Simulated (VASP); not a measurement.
Here is a VASP 6.6.1 calculation.

Contents of INCAR:

```
  PREC = Accurate
  ENCUT = 300
  EDIFF = 1E-7
  ISMEAR = 1
  SIGMA = 0.1
  LREAL = False
  LASPH = True
  NELM = 80
  ALGO = Normal
  ISIF = 3
  LWAVE = False
  LCHARG = False
  GGA = PE
  IBRION = 2
  NSW = 90
  EDIFFG = -0.005
```

KPOINTS

```
regular mesh
0
Gamma
  6 6 4
```

Contents of POSCAR:

```
TiS2                                    
1.0
    3.3881636524      0.0000000000      0.0000000000
   -1.6940818262      2.9342357951     -0.0000000000
    0.0000000000      0.0000000000      6.0648811090
  Ti              S             
     1     2
Direct
     0.0000000000000000    0.0000000000000000    0.0000000000000000
     0.3333333332999970    0.6666666667000030    0.2362972239618241
     0.6666666667000030    0.3333333332999970    0.7637027760381759
```

Potentials or basis: VASP PAW PBE potentials, release 64 (Ti, S).

Run with:

```sh
$ cat potpaw_PBE.64/Ti/POTCAR potpaw_PBE.64/S/POTCAR > POTCAR
$ mpirun -np 1 vasp_std > vasp.out
```

(1) Estimate the space group after relaxing (to 0.05 Å).

(2) Predict the band gap on the k mesh.

(3) Predict the relaxed cell.

Answers

(1) P-3m1 (No. 164).

(2) none (metal or under the smearing width).

(3) a = 3.383 Å, b = 3.383 Å, c = 6.201 Å, α = 90.00°, β = 90.00°, γ = 120.00°.
